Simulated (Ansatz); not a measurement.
# Germanium, simple cubic under PBEsol: from relaxation to bulk modulus

What does PBEsol give for germanium in the simple cubic structure? We relax it, solve it on a dense k-mesh, then scale the cell to 7 volumes from 88 to 112 % of the relaxed one and try a fit of the equation of state. Spin polarisation is left out. The k-meshes are 11×11×11 for the relaxation; 19×19×19 for the dense run; 13×13×13 for the volumes.

This is Ge in the simple cubic structure; at room conditions it is diamond.

Method: DFT PBEsol, plane waves (420 eV) with PAW, scalar-relativistic; PAW files made under PBE, frozen cores solved again for the functional, in Ansatz 0.2.0.

### Step 1. Starting point

Symmetry: Pm-3m, No. 221, cubic system. Conventional cell: a = 2.749 Å, b = 2.749 Å, c = 2.749 Å, α = 90.00°, β = 90.00°, γ = 90.00°. Ge (site symmetry m-3m) is surrounded by 6 Ge at 2.75 Å.

Coordinates:

```
Ge
1.0
     2.74915    0.00000    0.00000
     0.00000    2.74915    0.00000
     0.00000    0.00000    2.74915
Ge
1
Direct
  0.00000 0.00000 0.00000
```

### Step 2. Relaxation of the cell

input.yaml reads:

```yaml
crystal:
  lattice:
    - [2.749147533, 0.0, 0.0]
    - [0.0, 2.749147533, 0.0]
    - [0.0, 0.0, 2.749147533]
  atoms:
    - { symbol: Ge, position: [0.0, 0.0, 0.0] }
hamiltonian:
  xc: pbesol
  pseudopotentials:
    kind: paw
    azcp:
      Ge: "pseudopotentials/Ge.paw.azcp"
basis:
  ecutwfc: 420
  fft_grid_basis: typed
kpoints:
  mp_grid: { grid: [11, 11, 11], shift: [0, 0, 0] }
magnetization:
  spin_polarized: false
scf:
  occupations: { method: fermi_dirac, width: 0.1 }
relax:
  max_steps: 60
  f_tol: 0.01
  cell: {}
```

Output:

```text
Warning: <dir> the record states the generating functional pbe (its physics header spells it `PBE`), which answers neither for hamiltonian.xc's functional nor for the pbesol family's — results may be inconsistent (PPs are generated against a specific XC)
Warning: RAYON_NUM_THREADS=2 ignored (pool sized by the plan → 2); use --threads N
Engine: ansatz 0.2.0, aarch64-unknown-linux-gnu
Pseudopotentials: kind: paw
Pseudopotential: Ge, paw, valence charge 14, recommended cutoff 420 eV (normal), <dir>
Functional definition: PBEsol
  exchange = pbesol_x
  correlation = pbesol_c
Crystal: 1 atoms, lattice volume = 20.778 Å³
Basis set: ecut = 420 eV, 437 PW (Γ), exchange–correlation on 40×40×40 points (8 copies of the dense FFT grid, shifted against one another)
Bands: 11, of which v1, the nominal top of the filled ones, is band 7 counted from 1 (6 counted from 0)
Symmetry: 48 space group operations
Space group: Pm-3m (ITA 221), of the structure as read, at distance tolerance 2.7e-5 Å
k-points: 56 of 1331
Non-local potential: Ge, projectors of the file, l = 0: 2, l = 1: 2, l = 2: 3, l = 3: 1
PAW form: soft (Blöchl's): semilocal exchange-correlation on the pseudo side does not see the compensation charge
PAW frozen core: Ge, regenerated for the run's functional, and the local potential with it (the file was generated under x = pbe(κ = 0.804, μ = 0.2195149727645171), c = pbe(β = 0.06672455060314922))
PAW one-centre angular grid: Ge, 590 points (default); XC on 64 Gauss nodes
Initial density: superposition of atomic densities (neutral atoms: chi_scale 0, normalization atom), corrected by the library's trained network
Initial wavefunctions: pseudopotential atomic-orbital guess
Functional: x = pbesol(κ = 0.804, μ = 0.12345679012345678), c = pbesol(β = 0.046)
SCF iter   1: F=—  HF=-4253.271895 eV  |F-HF|=—  |Δ(HF+E_count)|=         —  Δρ=2.33e-3  dr2=7.81e-4  ethr=1.77e-3  ⟨swp⟩=5.2  Hψ=3548  notcnv=0
preconditioner: auto → none  [metal: Δε(μ)=0.142 eV  Ē_g=26.818 eV  σ=0.100 eV  W_gap=0.34  n_scr=6 (ndim 8)  ℏωp=30.5 eV  f_vac=0.000  D(μ)=0.59/eV (n_scr^D=0)  sad-step TF]
SCF iter   2: F=—  HF=-4253.271562 eV  |F-HF|=—  |Δ(HF+E_count)|=   3.33e-4  Δρ=1.45e-3  dr2=3.76e-4  ethr=5.58e-6  ⟨swp⟩=2.3  Hψ=1381  notcnv=0
SCF iter   3: F=—  HF=-4253.271583 eV  |F-HF|=—  |Δ(HF+E_count)|=   2.09e-5  Δρ=1.84e-4  dr2=6.14e-6  ethr=2.69e-6  ⟨swp⟩=1.3  Hψ=652  notcnv=0
SCF iter   4: F=—  HF=-4253.271588 eV  |F-HF|=—  |Δ(HF+E_count)|=   5.23e-6  Δρ=2.33e-5  dr2=5.44e-8  ethr=4.38e-8  ⟨swp⟩=2.1  Hψ=717  notcnv=0
iter 5 did not close the SCF: its close was put off for the readings that it lacked (scf_convergence_deferred on its scf_iter line)
SCF iter   5: F=-4253.271588 eV  HF=-4253.271588 eV  |F-HF|=1.01e-7  |Δ(HF+E_count)|=   3.27e-8  Δρ=2.05e-5  dr2=4.33e-8  ethr=3.88e-10  ⟨swp⟩=2.0  Hψ=1008  notcnv=0
SCF iter   6: F=-4253.271588 eV  HF=-4253.271588 eV  |F-HF|=4.48e-9  |Δ(HF+E_count)|=   4.20e-8  Δρ=4.45e-6  dr2=1.68e-9  ethr=3.09e-10  ⟨swp⟩=2.4  Hψ=1939  notcnv=0
SCF 1 converged in 6 iterations: F = -4253.271588 eV  dr2 = 1.68e-9
relax step   1: F+E_penalty+E_count = -4253.27158799 eV  Δ(F+E_penalty+E_count) = +0.000e0 eV  max|allowed force component| = 0.000e0 eV/Å  Δτ_max = 0.0000 Å  P = -5.573 GPa  Ω = 20.778 Å³  (6 SCF iters, dr2 threshold 1.00e-7 eV, accepted)
Crystal: 1 atoms, lattice volume = 18.632 Å³
Basis set: ecut = 420 eV, 365 PW (Γ), exchange–correlation on 40×40×40 points (8 copies of the dense FFT grid, shifted against one another)
Initial density: handed on by an earlier stage of this run
Initial wavefunctions: those handed on with the density
iter 1 solved again at ethr=7.79e-6 eV; its pass at ethr=3.10e-3 eV (dr2=1.09e-3 eV) is discarded
SCF iter   1: F=—  HF=-4253.303177 eV  |F-HF|=—  |Δ(HF+E_count)|=         —  Δρ=3.08e-3  dr2=1.10e-3  ethr=7.79e-6  ⟨swp⟩=1.0  Hψ=4745  notcnv=0
preconditioner: auto → none  [metal: Δε(μ)=0.126 eV  Ē_g=27.491 eV  σ=0.100 eV  W_gap=0.30  n_scr=6 (ndim 8)  ℏωp=32.2 eV  f_vac=0.000  D(μ)=0.56/eV (n_scr^D=0)]
SCF iter   2: F=—  HF=-4253.303536 eV  |F-HF|=—  |Δ(HF+E_count)|=   3.59e-4  Δρ=1.60e-3  dr2=2.79e-4  ethr=7.79e-6  ⟨swp⟩=1.0  Hψ=616  notcnv=0
SCF iter   3: F=—  HF=-4253.303678 eV  |F-HF|=—  |Δ(HF+E_count)|=   1.42e-4  Δρ=1.03e-4  dr2=1.46e-6  ethr=2.00e-6  ⟨swp⟩=1.0  Hψ=616  notcnv=0
SCF iter   4: F=—  HF=-4253.303663 eV  |F-HF|=—  |Δ(HF+E_count)|=   1.54e-5  Δρ=3.93e-5  dr2=1.11e-7  ethr=7.14e-10  ⟨swp⟩=4.1  Hψ=2021  notcnv=0
SCF iter   5: F=-4253.303663 eV  HF=-4253.303663 eV  |F-HF|=1.08e-10  |Δ(HF+E_count)|=   8.10e-9  Δρ=8.51e-7  dr2=8.85e-11  ethr=7.14e-10  ⟨swp⟩=3.0  Hψ=1616  notcnv=0
SCF 2 converged in 5 iterations: F = -4253.303663 eV  dr2 = 8.85e-11
relax step   2: F+E_penalty+E_count = -4253.30366269 eV  Δ(F+E_penalty+E_count) = -3.207e-2 eV  max|allowed force component| = 0.000e0 eV/Å  Δτ_max = 0.0000 Å  P = +1.580 GPa  Ω = 18.632 Å³  energy of the carried Pulay correction = +3.343e-4 eV  (5 SCF iters, dr2 threshold 1.00e-7 eV, accepted)
Crystal: 1 atoms, lattice volume = 19.067 Å³
iter 1 solved again at ethr=3.96e-7 eV; its pass at ethr=3.10e-3 eV (dr2=5.55e-5 eV) is discarded
SCF iter   1: F=—  HF=-4253.305315 eV  |F-HF|=—  |Δ(HF+E_count)|=         —  Δρ=6.86e-4  dr2=5.73e-5  ethr=3.96e-7  ⟨swp⟩=2.0  Hψ=4751  notcnv=0
preconditioner: auto → none  [metal: Δε(μ)=0.100 eV  Ē_g=27.372 eV  σ=0.100 eV  W_gap=0.23  n_scr=6 (ndim 8)  ℏωp=31.8 eV  f_vac=0.000  D(μ)=0.56/eV (n_scr^D=0)]
SCF iter   2: F=—  HF=-4253.305326 eV  |F-HF|=—  |Δ(HF+E_count)|=   1.12e-5  Δρ=3.57e-4  dr2=1.48e-5  ethr=3.96e-7  ⟨swp⟩=1.0  Hψ=616  notcnv=0
SCF iter   3: F=—  HF=-4253.305334 eV  |F-HF|=—  |Δ(HF+E_count)|=   8.01e-6  Δρ=2.66e-5  dr2=9.90e-8  ethr=7.14e-10  ⟨swp⟩=3.9  Hψ=2313  notcnv=0
SCF iter   4: F=-4253.305334 eV  HF=-4253.305334 eV  |F-HF|=4.51e-10  |Δ(HF+E_count)|=   2.07e-7  Δρ=7.70e-6  dr2=4.68e-9  ethr=7.07e-10  ⟨swp⟩=4.0  Hψ=1963  notcnv=0
SCF 3 converged in 4 iterations: F = -4253.305334 eV  dr2 = 4.68e-9
relax step   3: F+E_penalty+E_count = -4253.30533413 eV  Δ(F+E_penalty+E_count) = -1.671e-3 eV  max|allowed force component| = 0.000e0 eV/Å  Δτ_max = 0.0000 Å  P = -0.257 GPa  Ω = 19.067 Å³  energy of the carried Pulay correction = +2.636e-4 eV  (4 SCF iters, dr2 threshold 1.00e-7 eV, accepted)
Crystal: 1 atoms, lattice volume = 19.005 Å³
iter 1 solved again at ethr=7.98e-9 eV; its pass at ethr=3.10e-3 eV (dr2=1.12e-6 eV) is discarded
SCF iter   1: F=—  HF=-4253.305405 eV  |F-HF|=—  |Δ(HF+E_count)|=         —  Δρ=9.68e-5  dr2=1.17e-6  ethr=7.98e-9  ⟨swp⟩=2.0  Hψ=4456  notcnv=0
preconditioner: auto → none  [metal: Δε(μ)=0.104 eV  Ē_g=27.386 eV  σ=0.100 eV  W_gap=0.24  n_scr=6 (ndim 8)  ℏωp=31.9 eV  f_vac=0.000  D(μ)=0.56/eV (n_scr^D=0)]
SCF iter   2: F=—  HF=-4253.305395 eV  |F-HF|=—  |Δ(HF+E_count)|=   9.71e-6  Δρ=4.98e-5  dr2=2.98e-7  ethr=7.98e-9  ⟨swp⟩=1.0  Hψ=616  notcnv=0
SCF iter   3: F=-4253.305396 eV  HF=-4253.305396 eV  |F-HF|=1.01e-8  |Δ(HF+E_count)|=   1.47e-7  Δρ=4.00e-6  dr2=2.27e-9  ethr=7.14e-10  ⟨swp⟩=4.0  Hψ=1716  notcnv=0
SCF 4 converged in 3 iterations: F = -4253.305396 eV  dr2 = 2.27e-9
relax step   4: F+E_penalty+E_count = -4253.30539560 eV  Δ(F+E_penalty+E_count) = -6.147e-5 eV  max|allowed force component| = 0.000e0 eV/Å  Δτ_max = 0.0000 Å  P = -0.009 GPa  Ω = 19.005 Å³  energy of the carried Pulay correction = +2.736e-4 eV  (3 SCF iters, dr2 threshold 1.00e-7 eV, accepted)
Basis set: ecut = 420 eV, 365 PW (Γ), exchange–correlation on 36×36×36 points (8 copies of the dense FFT grid, shifted against one another)
Initial wavefunctions: pseudopotential atomic-orbital guess (no wavefunctions were taken with the density)
iter 1 solved again at ethr=1.51e-8 eV; its pass at ethr=3.10e-3 eV (dr2=2.12e-6 eV) is discarded
SCF iter   1: F=—  HF=-4253.305038 eV  |F-HF|=—  |Δ(HF+E_count)|=         —  Δρ=4.74e-5  dr2=1.29e-7  ethr=1.51e-8  ⟨swp⟩=2.9  Hψ=4987  notcnv=0
preconditioner: auto → none  [metal: Δε(μ)=0.104 eV  Ē_g=27.387 eV  σ=0.100 eV  W_gap=0.24  n_scr=6 (ndim 8)  ℏωp=31.9 eV  f_vac=0.000  D(μ)=0.56/eV (n_scr^D=0)]
SCF iter   2: F=—  HF=-4253.305073 eV  |F-HF|=—  |Δ(HF+E_count)|=   3.46e-5  Δρ=4.70e-5  dr2=1.90e-7  ethr=9.22e-10  ⟨swp⟩=2.0  Hψ=1004  notcnv=0
SCF iter   3: F=—  HF=-4253.305073 eV  |F-HF|=—  |Δ(HF+E_count)|=   3.48e-8  Δρ=8.34e-6  dr2=3.79e-9  ethr=9.22e-10  ⟨swp⟩=2.9  Hψ=995  notcnv=0
SCF iter   4: F=—  HF=-4253.305073 eV  |F-HF|=—  |Δ(HF+E_count)|=   1.76e-9  Δρ=1.75e-6  dr2=2.76e-10  ethr=2.71e-11  ⟨swp⟩=2.0  Hψ=1003  notcnv=0
SCF iter   5: F=-4253.305073 eV  HF=-4253.305073 eV  |F-HF|=9.09e-13  |Δ(HF+E_count)|=  2.82e-11  Δρ=5.82e-8  dr2=4.28e-13  ethr=1.00e-12  ⟨swp⟩=3.7  Hψ=2386  notcnv=0
SCF 5 converged in 5 iterations: F = -4253.305073 eV  dr2 = 4.28e-13
relax step   5: F+E_penalty+E_count = -4253.30507260 eV  Δ(F+E_penalty+E_count) = +3.230e-4 eV  max|allowed force component| = 0.000e0 eV/Å  Δτ_max = 0.0000 Å  P = +0.003 GPa  Ω = 19.005 Å³  stress off target by 2.77e-3 GPa  SCF on the basis re-selected at this cell (its energy is not comparable with the rows above)  (5 SCF iters)
basis re-selected at this cell: Δ(F+E_penalty+E_count) = +3.230e-4 eV, ΔP = +0.012 GPa vs the last step (what re-selecting the basis moved, of the pressure what is left beyond the Pulay correction that the steps carried, after the strain that the cell walked since its last selection, with what the two solves' SCF thresholds leave and, on support functions, any second-order correction that the steps lacked; it is no measure of the basis error at this ecutwfc). The dense FFT grid was sized anew with the basis: this SCF ran on 18×18×18 points, the steps before it on 20×20×20, so part of this shift can come from that change (see relax.cell in the input reference). This SCF's stress stands 2.77e-3 GPa from its target on what of the cell is left free (relax.cell.stress_tol is 5.00e-2 GPa) and its largest allowed force component is 0.00e0 eV/Å (relax.f_tol is 1.00e-2 eV/Å): within both
SCF converged after 5 iterations
Free energy (F): -4253.305073 eV
Harris-Foulkes:  -4253.305073 eV  (|F-HF|=9.09e-13)
Internal energy: -4253.286458 eV  (E = F + TS)
E sigma→0 (E₀):  -4253.295765 eV
Entropy (-TS):   -0.018615 eV (-18.615 meV/atom)
Fermi energy:    10.403917 eV
--- Per-component energies (eV) ---
  E_band       = -118.658093
  E_kinetic    = 111.164211
  E_local      = -2188.385568  (includes V_loc(G=0)·N_el)
  E_nonlocal   = 418.246180
  E_hartree    = 957.424035
  E_xc         = -75.202447
  E_vxc        = -64.976556  (∫ρ·V_xc dr)
  E_paw        = -1977.104827  (= ΣΔE_a)
  E_vpaw       = -309.554736  (= ΣTr[D̂ρ^β])
  E_aug_tail   = 0.000316  (compensation charges beyond the density's cutoff)
  E_ewald      = -1500.346295
  E_core_change = 0.917936  (= ΣΔE_core)
  E_smearing   = -0.018615  (= −TS)
  E_closure    = -0.000000  (closes the sum)
  Σ components = -4253.305073   (vs F -4253.305073, Δ=0.00e0)
--- Forces (eV/Å), atoms counted from 1 ---
  atom   1  Ge     0.00000000    -0.00000000    -0.00000000
  max |Σ_I F_I| component: 1.64e-32 eV/Å
--- Stress (GPa, compression-positive) ---
        0.002773      -0.000000       0.000000
       -0.000000       0.002773      -0.000000
        0.000000      -0.000000       0.002773
  P = ⅓ Tr σ = 0.0028 GPa (0.028 kbar)
--- Relaxed structure (4 steps of the walk, 4 accepted, 1 SCFs on fresh bases) ---
  F+E_penalty+E_count = -4253.30507260 eV   max|allowed force component| = 0.000e0 eV/Å   (the final SCF, on the basis selected at the relaxed cell)
  cell:  # Å, volume = 19.0053 Å³
    - [2.6686476584652024, 3.723464559148656e-33, 7.703719777548943e-34]
    - [3.723464559148656e-33, 2.6686476584652024, -2.0543252740130515e-33]
    - [5.1358131850326295e-34, -2.0543252740130515e-33, 2.6686476584652024]
  atoms:
    - { symbol: Ge, position: [0.0, 0.0, 0.0] }
```

Wall time 1.6 s (2 threads of Arm Neoverse V2, shared host); peak memory 0.27 GiB.

The steps of the relaxation:

```
step  energy change (meV/atom)  largest force (eV/Å)  pressure (GPa)  volume (Å³/atom)
   1                      0.00                0.0000           -5.57            20.778
   2                    -32.07                0.0000            1.58            18.632
   3                    -33.75                0.0000           -0.26            19.067
   4                    -33.81                0.0000           -0.01            19.005
   5                    -33.48                0.0000            0.00            19.005
```

Steps that repeat a cell are solved on a basis chosen anew, so their changes of energy are no gain of the relaxation.

Changes in the cell that was computed:

|  | before | after | change |
| --- | --- | --- | --- |
| a (Å) | 2.749 | 2.669 | -2.9 % |
| b (Å) | 2.749 | 2.669 | -2.9 % |
| c (Å) | 2.749 | 2.669 | -2.9 % |
| volume (Å³/atom) | 20.778 | 19.005 | -8.5 % |
| shortest distance (Å) | 2.749 | 2.669 | -2.9 % |
| space group (spins left aside) | Pm-3m | Pm-3m | same |

### Step 3. The energy on a finer k-mesh

input.yaml reads:

```yaml
crystal:
  lattice:
    - [2.6686476585, 0.0, 0.0]
    - [0.0, 2.6686476585, 0.0]
    - [0.0, 0.0, 2.6686476585]
  atoms:
    - { symbol: Ge, position: [0.0, 0.0, 0.0] }
hamiltonian:
  xc: pbesol
  pseudopotentials:
    kind: paw
    azcp:
      Ge: "pseudopotentials/Ge.paw.azcp"
basis:
  ecutwfc: 420
  fft_grid_basis: typed
kpoints:
  mp_grid: { grid: [19, 19, 19], shift: [0, 0, 0] }
magnetization:
  spin_polarized: false
scf:
  occupations: { method: fermi_dirac, width: 0.1 }
```

Output, cut to the lines that bear on the results:

```text
Warning: <dir> the record states the generating functional pbe (its physics header spells it `PBE`), which answers neither for hamiltonian.xc's functional nor for the pbesol family's — results may be inconsistent (PPs are generated against a specific XC)
Warning: RAYON_NUM_THREADS=2 ignored (pool sized by the plan → 2); use --threads N
[...]
Pseudopotentials: kind: paw
Pseudopotential: Ge, paw, valence charge 14, recommended cutoff 420 eV (normal), <dir>
Functional definition: PBEsol
[...]
Crystal: 1 atoms, lattice volume = 19.005 Å³
Basis set: ecut = 420 eV, 365 PW (Γ)
Bands: 11, of which v1, the nominal top of the filled ones, is band 7 counted from 1 (6 counted from 0)
Symmetry: 48 space group operations
Space group: Pm-3m (ITA 221), of the structure as read, at distance tolerance 2.7e-5 Å
k-points: 220 of 6859
[...]
SCF iter   1: F=—  HF=-4253.316408 eV  |F-HF|=—  |Δ(HF+E_count)|=         —  Δρ=2.50e-3  dr2=7.41e-4  ethr=1.77e-3  ⟨swp⟩=5.1  Hψ=13962  notcnv=0
[...]
SCF iter   6: F=-4253.316043 eV  HF=-4253.316043 eV  |F-HF|=2.16e-10  |Δ(HF+E_count)|=   2.74e-9  Δρ=1.04e-6  dr2=1.30e-10  ethr=2.77e-11  ⟨swp⟩=1.0  Hψ=7239  notcnv=0
[...]
SCF converged after 6 iterations
Free energy (F): -4253.316043 eV
[...]
E sigma→0 (E₀):  -4253.308113 eV
Entropy (-TS):   -0.015860 eV (-15.860 meV/atom)
Fermi energy:    10.510870 eV
[...]
```

It took 0.98 s on 2 threads of Arm Neoverse V2, shared host; peak memory 0.3 GiB.

### Step 4. Equation of state: 88 %

input.yaml reads:

```yaml
crystal:
  lattice:
    - [2.5573222765, 0.0, 0.0]
    - [0.0, 2.5573222765, 0.0]
    - [0.0, 0.0, 2.5573222765]
  atoms:
    - { symbol: Ge, position: [0.0, 0.0, 0.0] }
hamiltonian:
  xc: pbesol
  pseudopotentials:
    kind: paw
    azcp:
      Ge: "pseudopotentials/Ge.paw.azcp"
basis:
  ecutwfc: 420
  fft_grid_basis: typed
kpoints:
  mp_grid: { grid: [13, 13, 13], shift: [0, 0, 0] }
magnetization:
  spin_polarized: false
scf:
  occupations: { method: fermi_dirac, width: 0.1 }
  lower_state_search: "off"
output:
  stress: true
```

Output, cut to the lines that bear on the results:

```text
Warning: <dir> the record states the generating functional pbe (its physics header spells it `PBE`), which answers neither for hamiltonian.xc's functional nor for the pbesol family's — results may be inconsistent (PPs are generated against a specific XC)
Warning: RAYON_NUM_THREADS=2 ignored (pool sized by the plan → 2); use --threads N
[...]
Pseudopotentials: kind: paw
Pseudopotential: Ge, paw, valence charge 14, recommended cutoff 420 eV (normal), <dir>
Functional definition: PBEsol
[...]
Crystal: 1 atoms, lattice volume = 16.725 Å³
Basis set: ecut = 420 eV, 341 PW (Γ)
Bands: 11, of which v1, the nominal top of the filled ones, is band 7 counted from 1 (6 counted from 0)
Symmetry: 48 space group operations
Space group: Pm-3m (ITA 221), of the structure as read, at distance tolerance 2.6e-5 Å
k-points: 84 of 2197
[...]
SCF iter   1: F=—  HF=-4253.236269 eV  |F-HF|=—  |Δ(HF+E_count)|=         —  Δρ=2.78e-3  dr2=5.20e-4  ethr=1.77e-3  ⟨swp⟩=5.0  Hψ=5163  notcnv=0
[...]
SCF iter   6: F=-4253.235928 eV  HF=-4253.235928 eV  |F-HF|=2.90e-9  |Δ(HF+E_count)|=   1.07e-8  Δρ=4.72e-6  dr2=1.43e-9  ethr=1.71e-10  ⟨swp⟩=2.0  Hψ=2758  notcnv=0
[...]
SCF converged after 6 iterations
Free energy (F): -4253.235928 eV
[...]
E sigma→0 (E₀):  -4253.229463 eV
Entropy (-TS):   -0.012930 eV (-12.930 meV/atom)
Fermi energy:    12.679217 eV
[...]
--- Stress (GPa, compression-positive) ---
       13.496502      -0.000000       0.000000
        0.000000      13.496502      -0.000000
        0.000000      -0.000000      13.496502
  P = ⅓ Tr σ = 13.4965 GPa (134.965 kbar)
```

It took 0.54 s on 2 threads of Arm Neoverse V2, shared host; peak memory 0.26 GiB.

### Step 5. Equation of state: 92 %

input.yaml: that of step 4 with these lines changed.

```diff
@@ -2,5 +2,5 @@
   lattice:
-    - [2.5573222765, 0.0, 0.0]
-    - [0.0, 2.5573222765, 0.0]
-    - [0.0, 0.0, 2.5573222765]
+    - [2.5954968937, 0.0, 0.0]
+    - [0.0, 2.5954968937, 0.0]
+    - [0.0, 0.0, 2.5954968937]
   atoms:
```

Output, cut to the lines that bear on the results:

```text
Warning: <dir> the record states the generating functional pbe (its physics header spells it `PBE`), which answers neither for hamiltonian.xc's functional nor for the pbesol family's — results may be inconsistent (PPs are generated against a specific XC)
Warning: RAYON_NUM_THREADS=2 ignored (pool sized by the plan → 2); use --threads N
[...]
Pseudopotentials: kind: paw
Pseudopotential: Ge, paw, valence charge 14, recommended cutoff 420 eV (normal), <dir>
Functional definition: PBEsol
[...]
Crystal: 1 atoms, lattice volume = 17.485 Å³
Basis set: ecut = 420 eV, 341 PW (Γ)
Bands: 11, of which v1, the nominal top of the filled ones, is band 7 counted from 1 (6 counted from 0)
Symmetry: 48 space group operations
Space group: Pm-3m (ITA 221), of the structure as read, at distance tolerance 2.6e-5 Å
k-points: 84 of 2197
[...]
SCF iter   1: F=—  HF=-4253.286551 eV  |F-HF|=—  |Δ(HF+E_count)|=         —  Δρ=2.53e-3  dr2=5.09e-4  ethr=1.77e-3  ⟨swp⟩=5.0  Hψ=5196  notcnv=0
[...]
SCF iter   6: F=-4253.286229 eV  HF=-4253.286229 eV  |F-HF|=1.51e-9  |Δ(HF+E_count)|=   5.88e-9  Δρ=3.61e-6  dr2=9.60e-10  ethr=2.74e-11  ⟨swp⟩=1.1  Hψ=2791  notcnv=0
[...]
SCF converged after 6 iterations
Free energy (F): -4253.286229 eV
[...]
E sigma→0 (E₀):  -4253.279510 eV
Entropy (-TS):   -0.013437 eV (-13.437 meV/atom)
Fermi energy:    11.927910 eV
[...]
--- Stress (GPa, compression-positive) ---
        7.922177       0.000000       0.000000
       -0.000000       7.922177       0.000000
        0.000000       0.000000       7.922177
  P = ⅓ Tr σ = 7.9222 GPa (79.222 kbar)
```

Run time: 0.54 s. Hardware: 2 threads of Arm Neoverse V2, shared host; peak memory 0.26 GiB.

(Part 1 of 2 ends here.)
